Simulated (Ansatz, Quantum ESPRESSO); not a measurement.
This is a calculation of Pb (Lead) for Quantum ESPRESSO 7.5. 

pw.in

```
&CONTROL
  calculation = 'scf'
  prefix = 'pwscf'
  outdir = './tmp'
  pseudo_dir = './pseudo'
  tprnfor = .true.
  tstress = .true.
  disk_io = 'nowf'
/
&SYSTEM
  ibrav = 0
  nat = 1
  ntyp = 1
  ecutwfc = 56
  nbnd = 13
  occupations = 'smearing'
  smearing = 'fd'
  degauss = 0.00367493
/
&ELECTRONS
  conv_thr = 2d-10
  electron_maxstep = 120
  mixing_beta = 0.5
/
ATOMIC_SPECIES
Pb   207.2000 Pb_ONCV_PBE-1.2.upf
CELL_PARAMETERS angstrom
   0.0000000000    2.4750200000    2.4750200000
   2.4750200000    0.0000000000    2.4750200000
   2.4750200000    2.4750200000    0.0000000000
ATOMIC_POSITIONS crystal
Pb     0.0000000000    0.0000000000    0.0000000000
K_POINTS automatic
4 4 4 0 0 0
```

Potentials or basis: SG15 PBE 1.2.

Command:

```bash
$ OMP_NUM_THREADS=1 mpirun -n 2 pw.x -nk 2 -in pw.in > pw.out
```

Q: What does the same run look like in Ansatz 0.2.0? Potentials or basis there: Ansatz PAW, cutoff 420 eV.

A: As run (cutoffs and basis follow the program's own potentials, and thresholds, step limits or extra output files can differ):

Contents of input.yaml:

```yaml
crystal:
  lattice:
    - [0.0, 2.47502, 2.47502]
    - [2.47502, 0.0, 2.47502]
    - [2.47502, 2.47502, 0.0]
  atoms:
    - { symbol: Pb, position: [0.0, 0.0, 0.0] }
hamiltonian:
  xc: pbe
  pseudopotentials: { kind: paw }
kpoints:
  mp_grid: { grid: [4, 4, 4] }
scf:
  occupations: { method: fermi_dirac, width: 0.05 }
output:
  forces: true
  stress: true
  eigenvalues: true
```

Potentials or basis: Ansatz PAW.

Command:

```bash
$ ansatz run input.yaml --threads 2 --pin off --max-ram 5120MiB --backend cpu --events-out ev --progress --plain --runs-dir out
```

Both were run:

|  | Quantum ESPRESSO | Ansatz |
| --- | --- | --- |
| Pressure | 1.9 GPa | 1.9 GPa |

Ansatz's pressure holds a Pulay term of +0.02 GPa for its cutoff of 420 eV, which the other run lacks.

Where Ansatz's input types no cutoff or centring, it takes its own default and a Γ-centred mesh.

Pressure is positive in compression.

The k mesh is coarse, so the values aren't converged.
